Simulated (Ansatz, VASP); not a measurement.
# Be2V in two plane-wave programs

One calculation is typed for both programs; each brings its own data sets. How far apart do they land? The cell is taken from a series of runs on this material, whose earlier steps may have relaxed, scaled, displaced or heated it; both programs get it as it stands.

Main program and level: Ansatz 0.2.0; plane waves, with VASP 6.6.1 beside it; relaxation of cell and atoms at r2SCAN.

## 1. The structure

The structure is hexagonal, space group P6_3/mmc (No. 194). The conventional cell has a = 4.362 Å, b = 4.362 Å, c = 7.033 Å, α = 90.00°, β = 90.00°, γ = 120.00°. Be has 6 Be at 2.18 Å and 6 V at 2.56 Å nearest. Be has 6 Be at 2.12 to 2.24 Å and 6 V at 2.53 to 2.54 Å nearest. V has 12 Be at 2.53 to 2.56 Å and 4 V at 2.57 to 2.69 Å nearest. Farther neighbours are not listed.

Coordinates:

```xyz
12
Lattice="4.3615 0.0000 0.0000 -2.1808 3.7772 0.0000 0.0000 0.0000 7.0332" Properties=species:S:1:pos:R:3 pbc="T T T"
Be    2.1808    3.7772    0.0000
Be    2.1808    3.7772    3.5166
Be    2.1808    2.4824    1.7583
Be   -1.0594    3.1298    5.2749
Be    1.0594    3.1298    5.2749
Be    1.1213    0.6474    1.7583
Be    3.2402    0.6474    1.7583
Be    0.0000    1.2948    5.2749
V     0.0000    2.5181    0.4720
V     2.1808    1.2591    3.9886
V     2.1808    1.2591    6.5612
V     0.0000    2.5181    3.0446
```

## 2. VASP: relaxation of cell and atoms, r2SCAN

The relaxed volume is the usual yardstick between codes: in a stiff, nearly cubic crystal its relative difference is about their pressure difference at one cell divided by the bulk modulus.

Lines of VASP's logs that name or quote its potential files are left out, and so is its time.

The input, INCAR:

```
SYSTEM = Be2V
PREC = Accurate
ENCUT = 660
EDIFF = 1E-07
NELM = 120
ISMEAR = 0
SIGMA = 0.1
LREAL = .FALSE.
ALGO = Normal
METAGGA = R2SCAN
LASPH = .TRUE.
NBANDS = 46
LORBIT = 11
LWAVE = .FALSE.
LCHARG = .FALSE.
ISIF = 3
IBRION = 2
NSW = 80
EDIFFG = -0.005
GGA_COMPAT = .FALSE.
NELMIN = 4
LMIXTAU = .TRUE.
KPAR = 2
```

The input, POSCAR:

```
Be2V
1.0
    4.3615330000      0.0000000000      0.0000000000
   -2.1807660000      3.7771980000      0.0000000000
    0.0000000000      0.0000000000      7.0332090000
Be V
8 4
Direct
    0.9999998472      0.9999999236      0.0000000000
    0.9999998472      0.9999999236      0.5000000000
    0.8286048025      0.6572098342      0.2500000000
    0.1713948919      0.8286048789      0.7500000000
    0.6572097578      0.8286048789      0.7500000000
    0.3427899366      0.1713949683      0.2500000000
    0.8286048025      0.1713949683      0.2500000000
    0.1713948919      0.3427900130      0.7500000000
    0.3333331805      0.6666665903      0.0671112575
    0.6666665139      0.3333332569      0.5671112575
    0.6666665139      0.3333332569      0.9328887425
    0.3333331805      0.6666665903      0.4328887425
```

The input, KPOINTS:

```
Automatic mesh
0
Gamma
9 9 4
0 0 0
```

The projector-augmented-wave data sets are Be and V_sv (PBE family, release 64).

Run with:

```
$ mpirun -np 2 vasp_std
```

Numbers of over 12 decimals in the logs are rounded to 6 here.

Log:

```text
[banner, memory and clock lines left out]
running    2 mpi-ranks, on    1 nodes
 distrk:  each k-point on    1 cores,    2 groups
 distr:  one band on    1 cores,    1 groups

 POSCAR found type information on POSCAR BeV
 POSCAR found :  2 types and      12 ions
|                                                                             |
|               ----> ADVICE to this user running VASP <----                  |
|                                                                             |
|     You enforced a specific xc type in the INCAR file but a different       |
|     [... a line on the potential file left out ...]
|     I HOPE YOU KNOW WHAT YOU ARE DOING!                                     |
|                                                                             |

 LDA part: xc-table for (None), standard interpolation
 POSCAR, INCAR and KPOINTS ok, starting setup
 FFT: planning ... GRIDC
 FFT: planning ... GRID_SOFT
 FFT: planning ... GRID
 WAVECAR not read
 entering main loop
       N       E                     dE             d eps       ncg     rms          rms(c)
DAV:   1     0.953564073157E+03    0.95356E+03   -0.43562E+04  3424   0.188E+03
DAV:   2    -0.596875044355E+02   -0.10133E+04   -0.99056E+03  3312   0.568E+02
DAV:   3    -0.123560532287E+03   -0.63873E+02   -0.60957E+02  4434   0.148E+02
DAV:   4    -0.125561963511E+03   -0.20014E+01   -0.19828E+01  4168   0.233E+01
DAV:   5    -0.125588438589E+03   -0.26475E-01   -0.26453E-01  4032   0.322E+00    0.481E+01
DAV:   6    -0.104874023380E+03    0.20714E+02   -0.24777E+02  4220   0.901E+01    0.247E+01
DAV:   7    -0.963503102471E+02    0.85237E+01   -0.75917E+01  3816   0.496E+01    0.939E+00
DAV:   8    -0.935290788731E+02    0.28212E+01   -0.52579E+00  3788   0.127E+01    0.175E+00
DAV:   9    -0.948134829188E+02   -0.12844E+01   -0.16612E+00  3586   0.777E+00    0.158E+00
DAV:  10    -0.942014628896E+02    0.61202E+00   -0.39533E-01  3342   0.518E+00    0.644E-01
DAV:  11    -0.941641063251E+02    0.37357E-01   -0.50883E-02  3508   0.168E+00    0.414E-01
DAV:  12    -0.941861077646E+02   -0.22001E-01   -0.10054E-01  3348   0.224E+00    0.122E-01
DAV:  13    -0.941834105089E+02    0.26973E-02   -0.30370E-03  4560   0.374E-01    0.110E-01
DAV:  14    -0.941844305330E+02   -0.10200E-02   -0.62299E-04  3434   0.174E-01    0.898E-02
DAV:  15    -0.941821304552E+02    0.23001E-02   -0.14593E-03  3826   0.185E-01    0.884E-02
DAV:  16    -0.941821798807E+02   -0.49425E-04   -0.44919E-04  3484   0.131E-01    0.365E-02
DAV:  17    -0.941821137152E+02    0.66165E-04   -0.50651E-05  4022   0.447E-02    0.226E-02
DAV:  18    -0.941821139866E+02   -0.27131E-06   -0.19110E-05  3894   0.211E-02    0.829E-03
DAV:  19    -0.941821033005E+02    0.10686E-04   -0.98637E-06  3892   0.214E-02    0.107E-03
DAV:  20    -0.941821042246E+02   -0.92413E-06   -0.10897E-06  3368   0.773E-03    0.168E-03
DAV:  21    -0.941821031626E+02    0.10620E-05   -0.37370E-07  2840   0.444E-03    0.344E-04
DAV:  22    -0.941821035431E+02   -0.38056E-06   -0.32375E-08  1710   0.153E-03    0.283E-04
DAV:  23    -0.941821035372E+02    0.59181E-08   -0.19783E-08  1698   0.108E-03
   1 F= -.94182104E+02 E0= -.94168026E+02  d E =-.941821E+02
 curvature:   0.00 expect dE= 0.000E+00 dE for cont linesearch  0.000E+00
 trial: gam= 0.00000 g(F)=  0.349E-04 g(S)=  0.352E-03 ort = 0.000E+00 (trialstep = 0.100E+01)
 search vector abs. value=  0.387E-03
 bond charge predicted
       N       E                     dE             d eps       ncg     rms          rms(c)
DAV:   1    -0.941872225136E+02   -0.51190E-02   -0.90340E-02  3570   0.268E+00    0.707E-01
DAV:   2    -0.941850348833E+02    0.21876E-02   -0.68725E-02  3774   0.159E+00    0.450E-01
DAV:   3    -0.941822639196E+02    0.27710E-02   -0.14119E-02  3752   0.678E-01    0.715E-02
DAV:   4    -0.941822163490E+02    0.47571E-04   -0.52417E-04  3924   0.130E-01    0.253E-02
DAV:   5    -0.941821965880E+02    0.19761E-04   -0.17600E-04  3452   0.881E-02    0.294E-02
DAV:   6    -0.941822103338E+02   -0.13746E-04   -0.14081E-04  3324   0.795E-02    0.241E-03
DAV:   7    -0.941822188931E+02   -0.85592E-05   -0.80339E-06  3618   0.187E-02    0.181E-03
DAV:   8    -0.941822189780E+02   -0.84950E-07   -0.43683E-07  3100   0.541E-03
   2 F= -.94182219E+02 E0= -.94168113E+02  d E =-.115441E-03
 trial-energy change:   -0.000115  1 .order   -0.000133   -0.000387    0.000121
 step:   0.7201(harm=  0.7621)  dis= 0.00032  next Energy=   -94.182236 (dE=-0.133E-03)
 bond charge predicted
       N       E                     dE             d eps       ncg     rms          rms(c)
DAV:   1    -0.941826265656E+02   -0.40767E-03   -0.70838E-03  3584   0.751E-01    0.198E-01
DAV:   2    -0.941824742005E+02    0.15237E-03   -0.55083E-03  3782   0.449E-01    0.128E-01
DAV:   3    -0.941822394541E+02    0.23475E-03   -0.11221E-03  3752   0.191E-01    0.197E-02
DAV:   4    -0.941822376203E+02    0.18339E-05   -0.43508E-05  4040   0.361E-02    0.702E-03
DAV:   5    -0.941822370644E+02    0.55582E-06   -0.16628E-05  3518   0.266E-02    0.897E-03
DAV:   6    -0.941822359567E+02    0.11077E-05   -0.12408E-05  3332   0.233E-02    0.707E-04
DAV:   7    -0.941822374487E+02   -0.14920E-05   -0.70787E-07  3378   0.559E-03    0.483E-04
DAV:   8    -0.941822374733E+02   -0.24648E-07   -0.33667E-08  1698   0.158E-03
   3 F= -.94182237E+02 E0= -.94168140E+02  d E =-.133936E-03
 curvature:  -0.37 expect dE=-0.523E-05 dE for cont linesearch -0.489E-06
 trial: gam=-0.02187 g(F)=  0.613E-05 g(S)=  0.804E-05 ort = 0.226E-04 (trialstep = 0.944E+00)
 search vector abs. value=  0.134E-04
 reached required accuracy - stopping structural energy minimisation
```

OUTCAR, selected parts (step 2):

```text
ion  position               nearest neighbor table
   1  1.000  1.000  0.000-   3 2.18   8 2.18   7 2.18   4 2.18   6 2.18   5 2.18   9 2.56  11 2.56
                            11 2.56   9 2.56  11 2.56   9 2.56
   2  1.000  1.000  0.500-   3 2.18   8 2.18   7 2.18   4 2.18   6 2.18   5 2.18  12 2.56  10 2.56
                            12 2.56  10 2.56  10 2.56  12 2.56
   3  0.829  0.657  0.250-   7 2.12   6 2.12   1 2.18   2 2.18   7 2.24   6 2.24   9 2.53  12 2.53
                            12 2.53   9 2.53  11 2.54  10 2.54
   4  0.171  0.829  0.750-   8 2.12   5 2.12   1 2.18   2 2.18   8 2.24   5 2.24  11 2.53  10 2.53
                            10 2.53  11 2.53  12 2.54   9 2.54
   5  0.657  0.829  0.750-   8 2.12   4 2.12   1 2.18   2 2.18   8 2.24   4 2.24  10 2.53  11 2.53
                            10 2.53  11 2.53   9 2.54  12 2.54
   6  0.343  0.171  0.250-   3 2.12   7 2.12   1 2.18   2 2.18   3 2.24   7 2.24   9 2.53  12 2.53
                             9 2.53  12 2.53  11 2.54  10 2.54
   7  0.829  0.171  0.250-   3 2.12   6 2.12   1 2.18   2 2.18   3 2.24   6 2.24   9 2.53  12 2.53
                            12 2.53   9 2.53  11 2.54  10 2.54
   8  0.171  0.343  0.750-   4 2.12   5 2.12   1 2.18   2 2.18   4 2.24   5 2.24  10 2.53  11 2.53
                            11 2.53  10 2.53   9 2.54  12 2.54
   9  0.333  0.667  0.067-   6 2.53   6 2.53   7 2.53   7 2.53   3 2.53   3 2.53   8 2.54   4 2.54
                             5 2.54   1 2.56   1 2.56   1 2.56  12 2.57  11 2.69  11 2.69  11 2.69
  10  0.667  0.333  0.567-   5 2.53   5 2.53   4 2.53   4 2.53   8 2.53   8 2.53   3 2.54   7 2.54
                             6 2.54   2 2.56   2 2.56   2 2.56  11 2.57  12 2.69  12 2.69  12 2.69
  11  0.667  0.333  0.933-   5 2.53   5 2.53   4 2.53   4 2.53   8 2.53   8 2.53   3 2.54   7 2.54
                             6 2.54   1 2.56   1 2.56   1 2.56  10 2.57   9 2.69   9 2.69   9 2.69
  12  0.333  0.667  0.433-   6 2.53   6 2.53   7 2.53   7 2.53   3 2.53   3 2.53   8 2.54   4 2.54
                             5 2.54   2 2.56   2 2.56   2 2.56   9 2.57  10 2.69  10 2.69  10 2.69

  LATTYP: Found a hexagonal cell.
 ALAT       =     4.3615330000
 C/A-ratio  =     1.6125543473

 Subroutine GETGRP returns: Found 24 space group operations
 (whereof 12 operations were pure point group operations)

The static configuration has the point symmetry D_3d.
 The point group associated with its full space group is D_6h.

 Found     36 irreducible k-points:

   k-points           NKPTS =     36   k-points in BZ     NKDIM =     36   number of bands    NBANDS=     46

   dimension x,y,z NGX =    40 NGY =   40 NGZ =   60
   dimension x,y,z NGXF=    80 NGYF=   80 NGZF=  120

   ENCUT  =  660.0 eV  48.51 Ry    6.96 a.u.   9.14  9.14 14.73*2*pi/ulx,y,z

   NELECT =      68.0000    total number of electrons

 k-points in reciprocal lattice and weights: Automatic mesh
   0.00000000  0.00000000  0.00000000       0.003
   0.11111111  0.00000000  0.00000000       0.019
   0.22222222  0.00000000  0.00000000       0.019
   0.33333333  0.00000000  0.00000000       0.019
   0.44444444  0.00000000  0.00000000       0.019
   0.11111111  0.11111111  0.00000000       0.019
   0.22222222  0.11111111  0.00000000       0.037
   0.33333333  0.11111111  0.00000000       0.037
   0.44444444  0.11111111  0.00000000       0.019
[...]
0.33333333  0.22222222  0.50000000       0.037
   0.33333333  0.33333333  0.50000000       0.006

 average (electrostatic) potential at core
       1 -31.2033       2 -31.2033       3 -31.1686       4 -31.1686       5 -31.1686
       6 -31.1686       7 -31.1686       8 -31.1686       9 -77.2468      10 -77.2468
      11 -77.2468      12 -77.2468

 E-fermi :   7.4195

 k-point     1 :       0.0000    0.0000    0.0000
  band No.  band energies     occupation
    ...
     30       6.1708      2.00000
     31       6.5979      2.00000
     32       6.5979      2.00000
     33       7.0616      2.00000
     34       7.0616      2.00000
     35       7.5987      0.01128
     36       7.5993      0.01101
     37       9.6710      0.00000
     38       9.6710      0.00000
     39       9.8956      0.00000
    ...

 k-point     2 :       0.1111    0.0000    0.0000
  band No.  band energies     occupation
    ...
     30       6.2964      2.00000
     31       6.6208      2.00000
     32       6.7693      2.00000
     33       7.0350      2.00000
     34       7.0964      2.00000
     35       7.6930      0.00011
     36       7.7387      0.00001
     37       9.3391      0.00000
     38       9.5499      0.00000
     39      10.0157      0.00000
    ...

 k-point     3 :       0.2222    0.0000    0.0000
  band No.  band energies     occupation
    ...
     30       6.6010      2.00000
     31       6.6881      2.00000
     32       6.9227      2.00000
     33       7.1147      1.99998
     34       7.1944      1.99855
     35       7.9284      0.00000
     36       8.0560      0.00000
     37       8.7883      0.00000
     38       9.2275      0.00000
     39       9.9517      0.00000
    ...

  Total       -0.0124601     -0.0124601      0.0411092     -0.0000000     -0.0000000     -0.0000000
  in kB       -0.1725307     -0.1725306      0.5692238     -0.0000000     -0.0000000     -0.0000000
  external PRESSURE =       0.0747208 kB  Pullay stress =       0.0000000 kB

  energy-cutoff  :      660.00
  volume of cell :      115.71
      direct lattice vectors                 reciprocal lattice vectors
     4.358957501 -0.000000000  0.000000000     0.229412652  0.132451439 -0.000000000
    -2.179478251  3.774967553 -0.000000000     0.000000000  0.264902939  0.000000000
     0.000000000 -0.000000000  7.031865771    -0.000000000  0.000000000  0.142209768

 POSITION                                       TOTAL-FORCE (eV/Angst)
 -----------------------------------------------------------------------------------
      2.17948      3.77497      0.00000         0.000000      0.000000      0.000000
      2.17948      3.77497      3.51593         0.000000      0.000000      0.000000
      2.17948      2.48126      1.75797         0.000000      0.004565     -0.000000
     -1.05910      3.12812      5.27390        -0.003954      0.002283     -0.000000
      1.05910      3.12812      5.27390         0.003954      0.002283      0.000000
      1.12038      0.64685      1.75797        -0.003954     -0.002283     -0.000000
      3.23858      0.64685      1.75797         0.003954     -0.002283      0.000000
     -0.00000      1.29370      5.27390        -0.000000     -0.004565      0.000000
     -0.00000      2.51664      0.47218         0.000000      0.000000      0.000717
      2.17948      1.25832      3.98811         0.000000      0.000000      0.000717
      2.17948      1.25832      6.55969         0.000000      0.000000     -0.000717
     -0.00000      2.51664      3.04376         0.000000      0.000000     -0.000717
 -----------------------------------------------------------------------------------
    total drift:                                0.003468      0.002002     -0.000022

  FREE ENERGIE OF THE ION-ELECTRON SYSTEM (eV)
  ---------------------------------------------------
  free  energy   TOTEN  =       -94.1822374733 eV

  energy  without entropy=      -94.1540426588  energy(sigma->0) =      -94.16814007

 reached required accuracy - stopping structural energy minimisation

 total charge
# of ion       s       p       d       tot
------------------------------------------
    1        0.448   0.761   0.000   1.209
    2        0.448   0.761   0.000   1.209
    3        0.459   0.771   0.000   1.230
    4        0.459   0.771   0.000   1.230
    5        0.459   0.771   0.000   1.230
    6        0.459   0.771   0.000   1.230
    7        0.459   0.771   0.000   1.230
    8        0.459   0.771   0.000   1.230
    9        2.285   6.262   2.993  11.540
   10        2.285   6.262   2.993  11.540
   11        2.285   6.262   2.993  11.540
   12        2.285   6.262   2.993  11.540
--------------------------------------------------
tot         12.788  31.198  11.973  55.959

[... 3 further parts left out ...]
```

This run has no spin polarisation, so a moment on V, if there is one, isn't seen. The run keeps the 24 symmetry operations of its start, so it cannot find a distortion of lower symmetry.

(Continued in part 2 of 2.)

[Lines on the potential files, build, host, timing and source positions are cut from VASP's logs without a mark.]

[Logs are printed without paths, hosts, clocks, repeated set-up lines and the standing remarks that a program may print on its own settings, such as how far it seeks lower states.]

[Hosts, paths, dates, database ids (printed as entryN), source tags and the programs' standing remarks are cut or masked in the printed files.]
